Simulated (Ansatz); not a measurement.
Zincblende MgS, relaxed with r2SCAN in the plane-wave code Ansatz. The symmetry is F-43m (No. 216, cubic); a = 5.662 Å in the conventional setting, 22.69 Å³ an atom. Mg has 4 S at 2.45 Å; S has 4 Mg at 2.45 Å.

The axes x, y and z are those of this cell:
```
Mg S
1.0
     0.00000    2.83088    2.83088
     2.83088    0.00000    2.83088
     2.83088    2.83088    0.00000
Mg S
1 1
Direct
  0.00000 0.00000 0.00000
  0.25000 0.25000 0.25000
```

Unstrained: PBE gives a direct gap of 3.466 eV at Γ. r2SCAN gives a direct gap of 4.142 eV at Γ. The HSE06 gap is direct at Γ: 4.528 eV. Meshes: PBE 8×8×8, r2SCAN 8×8×8, HSE06 6×6×6. Strains are changes of length per length. After each strain the atoms were relaxed again with r2SCAN within the symmetry that the strain leaves, so tilts or polar shifts that break it weren't tested; points keep the names that they have in the unstrained zone. Spin-unpolarised throughout. Whether this structure exists isn't addressed.

(1) Estimate what biaxial +5.8 % in x and y, z held does to the gap.

(2) Estimate what epitaxial +5.85 % in the xy plane, free normal strain -9.41 % does to the gap.

(3) Apply epitaxial -2.46 % in the plane normal to [111], free normal strain +1.88 %. How far does the gap move, against the unstrained cell?

(4) Order the strained cells by their HSE06 gap, smallest first.
A. biaxial +5.8 % in x and y, z held
B. epitaxial +5.85 % in the xy plane
C. epitaxial -2.46 % in the plane normal to [111]

Results:

(1) PBE: the gap goes from 3.466 to 2.832 eV (-0.634 eV); with r2SCAN the top three valence levels at Γ, degenerate before, become 1+2 from the top over 130 meV. r2SCAN: the gap goes from 4.142 to 3.469 eV (-0.673 eV). HSE06: the gap goes from 4.528 to 3.848 eV (-0.680 eV). The r2SCAN energy rises by 54.2 meV an atom.

(2) PBE: the gap goes from 3.466 to 3.095 eV (-0.371 eV); with r2SCAN the top three valence levels at Γ, degenerate before, become 1+2 from the top over 305 meV. r2SCAN: the gap goes from 4.142 to 3.769 eV (-0.373 eV). HSE06: the gap goes from 4.528 to 4.140 eV (-0.388 eV). The r2SCAN energy rises by 21.1 meV an atom.

(3) PBE: the gap goes from 3.466 to 3.488 eV (+0.022 eV); with r2SCAN the top three valence levels at Γ, degenerate before, become 2+1 from the top over 293 meV. r2SCAN: the gap goes from 4.142 to 4.168 eV (+0.026 eV). HSE06: the gap goes from 4.528 to 4.556 eV (+0.028 eV). The r2SCAN energy rises by 10.0 meV an atom.

(4) A (3.85 eV), B (4.14 eV), C (4.56 eV).

The meshes of the hybrids are coarse, so their gaps aren't converged to the digits shown.

The splittings at Γ are without spin-orbit coupling, which regroups them where it is of like size or larger.
